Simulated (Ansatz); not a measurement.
# ZnS: the cost of one run

Code: Ansatz 0.2.0. PAW datasets, plane waves, zero pressure. Simulation only: spin-unpolarised, and no claim that this is the phase found in nature.

### Step 1. The system as given

This is the cell as the run starts from it, not yet at rest; its lengths are not the crystal's.

Space group P6_3/mmc (No. 194), hexagonal; conventional cell a = 3.783 Å, c = 4.729 Å, 14.66 Å³ an atom. Near Zn stand 5 S at 2.18–2.36 Å; near S stand 5 Zn at 2.18–2.36 Å.

Coordinates:

Space group P6_3/mmc (No. 194). a = 3.783 Å, b = 3.783 Å, c = 4.729 Å, α = 90.00°, β = 90.00°, γ = 120.00°
```tsv
atom	site	symmetry	x	y	z
Zn	2c	-6m2	0.3333	0.6667	0.2500
S	2d	-6m2	0.6667	0.3333	0.2500
```

### Step 2. Relaxation with PBE

The input, input.yaml:

```yaml
crystal:
  lattice:
    - [3.7833745762, 0.0, 0.0]
    - [-1.8916872881, 3.276498495, 0.0]
    - [0.0, 0.0, 4.7289669]
  atoms:
    - { symbol: Zn, position: [0.3333333333, 0.6666666667, 0.25] }
    - { symbol: Zn, position: [0.6666666667, 0.3333333333, 0.75] }
    - { symbol: S, position: [0.6666666667, 0.3333333333, 0.25] }
    - { symbol: S, position: [0.3333333333, 0.6666666667, 0.75] }
kpoints:
  mp_grid: { grid: [12, 12, 6] }
hamiltonian:
  xc: pbe
scf:
  occupations: { method: fermi_dirac, width: 0.02 }
relax:
  f_tol: 0.005
  cell: {}
output:
  write_density: true
  write_potential: true
  elf: true
  volumetric_format: npy
```

Launch:

```bash
> ansatz run input.yaml --threads 2 --pin off --max-ram 2211MiB --backend cpu --events-out ev --progress --plain --runs-dir out
```

What time and memory should one allow on 2 threads of Intel Xeon at 2.50GHz (Skylake/Cascade Lake), shared host?

About 2.1 min, with a peak of 0.47 GiB.
